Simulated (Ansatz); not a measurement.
Consider ZnTe in the zinc blende structure (space group F-43m, No. 216; a = 6.1147 Å). Axes: x, y, z lie along the cube axes.

Calculations: Ansatz (a program for electronic structure), r2SCAN, PAW, cutoff 500 eV, no spin-orbit coupling, earlier PAW set.

Small strains at fixed cell, atoms relaxed; stresses less that of the base, compression positive, in the order xx, yy, zz, yz, xz, xy:

| strain tensor components (%) | stress (GPa) |
|---|---|
| -0.75, 0.06, -1.80, -1.09, 1.27, -0.49 | 1.31, 1.03, 1.65, 0.76, -0.90, 0.34 |
| 0.00, 0.00, 0.00, 1.95, 0.00, 0.00 | -0.01, 0.04, 0.04, -1.32, 0.00, 0.00 |
| 0.00, 1.59, 0.00, 0.00, 0.00, 0.00 | -0.58, -1.11, -0.58, 0.00, 0.00, 0.00 |

Question: Extract the cubic elastic constants and what follows from them, and test mechanical stability.

Answer: With σ_ii = C11 ε_ii + C12 (tr ε − ε_ii) and σ_ij = 2 C44 ε_ij (tension positive), least squares gives C11 ≈ 74 GPa, C12 ≈ 41 GPa and C44 ≈ 34 GPa (good to about 1 GPa or a few per cent; finite strains leave residuals up to 0.1 GPa). Then B = (C11 + 2 C12)/3 ≈ 52 GPa, C′ = (C11 − C12)/2 ≈ 16.5 GPa and the Zener ratio C44/C′ ≈ 2.1. The Born criteria for a cubic crystal are met. Phonon stability is a separate test, not made here.

Measured C11 of ZnTe: 71.1 GPa (temperature not stated; as listed in Oses, Corey, arXiv (2018)); the computed value is for a static lattice, so the two differ by thermal effects too.

Measured C12 of ZnTe: 40.7 GPa (temperature not stated; as listed in Oses, Corey, arXiv (2018)); the computed value is for a static lattice, so the two differ by thermal effects too.

Measured C44 of ZnTe: 31.3 GPa (temperature not stated; as listed in Oses, Corey, arXiv (2018)); the computed value is for a static lattice, so the two differ by thermal effects too.

Stability against distortions was not tested.
